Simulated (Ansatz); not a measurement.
## LiBr: computed DOS

```cif
data_structure
_symmetry_space_group_name_H-M 'Fm-3m'
_symmetry_Int_Tables_number 225
_cell_length_a 5.5096
_cell_length_b 5.5096
_cell_length_c 5.5096
_cell_angle_alpha 90.000
_cell_angle_beta 90.000
_cell_angle_gamma 90.000
_cell_volume 167.25
loop_
_atom_site_label
_atom_site_type_symbol
_atom_site_symmetry_multiplicity
_atom_site_Wyckoff_symbol
_atom_site_fract_x
_atom_site_fract_y
_atom_site_fract_z
_atom_site_occupancy
Li1 Li 4 a 0.00000 0.00000 0.00000 1
Br1 Br 4 b 0.50000 0.00000 0.00000 1
```

The runs use the primitive cell with vectors (0.000, 2.755, 2.755), (2.755, 0.000, 2.755), (2.755, 2.755, 0.000) Å, to which the k mesh refers.

The structure comes from a relaxation in the same program, started in the rocksalt type, and has space group Fm-3m. Whether it is a known phase or the ground state wasn't checked.

Theory: Ansatz 0.2.0, DFT, PBE, all-electron LAPW, scalar-relativistic.

The runs use a Γ-centred 12×12×12 k mesh, Fermi–Dirac smearing of 0.08 eV, basis error target 1 meV/atom, no spin polarisation.

Problem. Which of the resolved shells contributes most in the top eV of the valence band?

Solution. Br 4p, with 98 % of all states there; Li 2s follows with 1 %.

Problem. Tabulate the density of states.

Solution. States per eV and cell, averaged over 0.4 eV, from -3.0 to 5.6 eV, with energies (bin centres) from the valence-band top; empty bins are left out. The partial columns, the largest 2 alone, are projections on Löwdin-orthogonalised atomic shells (those that the program's projection atoms carry: the occupied ones and, for some elements, an empty d or f shell; other empty shells have no column), summed over atoms of an element. Weights on diffuse s and p shells depend on that basis and aren't pure angular character.
| E (eV) | total | Br 4p | Li 2s |
| --- | --- | --- | --- |
| -2.9 | 0.40 | 0.35 | 0.04 |
| -2.5 | 2.91 | 2.62 | 0.24 |
| -2.1 | 1.18 | 1.04 | 0.11 |
| -1.7 | 1.50 | 1.41 | 0.06 |
| -1.3 | 1.73 | 1.66 | 0.03 |
| -0.9 | 3.05 | 2.97 | 0.04 |
| -0.5 | 3.12 | 3.08 | 0.01 |
| -0.1 | 1.13 | 1.12 | 0.00 |
| 5.1 | 0.02 | 0.00 | 0.02 |
| 5.5 | 0.08 | 0.01 | 0.05 |
